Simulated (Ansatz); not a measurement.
Te2Pt (Moncheite) under changes of volume

One of the cells (24.143 Å³/atom); the others are scaled copies at fixed shape and fractional positions:

```
Pt Te
1.0
     4.01000    0.00000    0.00000
    -2.00500    3.47276    0.00000
     0.00000    0.00000    5.20100
Pt Te
1 2
Direct
  0.00000 0.00000 0.00000
  0.66667 0.33333 0.75000
  0.33333 0.66667 0.25000
```

```yaml
Program: Ansatz 0.2.0
Functional: PBEsol
Potentials_or_basis: all-electron LAPW, scalar-relativistic
Cutoff: 293 eV (chosen from the basis error)
Basis_error_allowed: 0.001 eV/atom
k_mesh: 8 × 8 × 5
Occupations: fermi-dirac, width 0.05 eV
Spin: no spin polarisation
```

```csv
volume (Å³/atom),energy over the lowest point (meV/atom),pressure (GPa),largest force (eV/Å)
22.694,85.77,13.0,1.577
23.177,51.54,9.7,1.273
23.660,26.82,6.7,0.994
24.143,10.58,4.1,0.739
24.626,1.91,1.7,0.505
25.108,0.00,-0.4,0.291
25.591,?,?,?
```

What does the run at 25.591 Å³/atom give?

Energy over the lowest point 4.12 meV/atom; pressure -2.3 GPa; largest force 0.095 eV/Å.

Worked out: A Birch-Murnaghan fit of order 3 (a polynomial in V^(-2/3)) to the other rows has its minimum at 25.01 Å³/atom with B0 = V·E''(V) = 106 GPa and B' = 4.8 at fixed shape and positions, which overstates the stiffness. It gives 4.12 meV/atom at 25.591 Å³/atom, against the run's 4.12, and -dE/dV = -2.3 GPa, against -2.3.

Energies are extrapolated to zero smearing.

Caveats: forces of over 1 eV/Å show positions far from the minimum, so gaps and moduli don't describe the material at rest (some runs).
